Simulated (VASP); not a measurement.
Runs of VASP 6.6.1 on CdSe. It takes space group F-43m (No. 216, cubic). Conventional cell: a = 6.092 Å, b = 6.092 Å, c = 6.092 Å, α = 90.00°, β = 90.00°, γ = 90.00°. Cd (site symmetry -43m) is surrounded by 4 Se at 2.64 Å. Se (site symmetry -43m) is surrounded by 4 Cd at 2.64 Å. The cell was built by a generator and needn't be a form met in nature.

| task | level | cell | cutoff (eV) | gap on the mesh (eV) | pressure (GPa) |
| --- | --- | --- | --- | --- | --- |
| relaxation of cell and atoms | PBEsol | relaxed | 600 | 0.47 | 0.0 |
| band structure | PBEsol | as given | 520 | 0.47 | 0.1 |
| band structure | r2SCAN | as given | 520 | (a) | 1.4 |
| band structure | TB-mBJ | as given | 520 | 1.94 | - |

Alike in all rows: potentials or basis VASP PAW PBE potentials, release 64 (Cd, Se); no spin polarisation; k mesh 8 × 8 × 8; smearing gaussian 0.03 eV.

Estimate the missing entries.

(a) 1.08.

Caveats: the PAW data sets were made with another functional, which shifts forces and pressure a little; the relaxation stopped at its first step, so nothing moved (some runs).

A k mesh can miss the band edges, and the runs leave out spin-orbit coupling on Cd, Se.
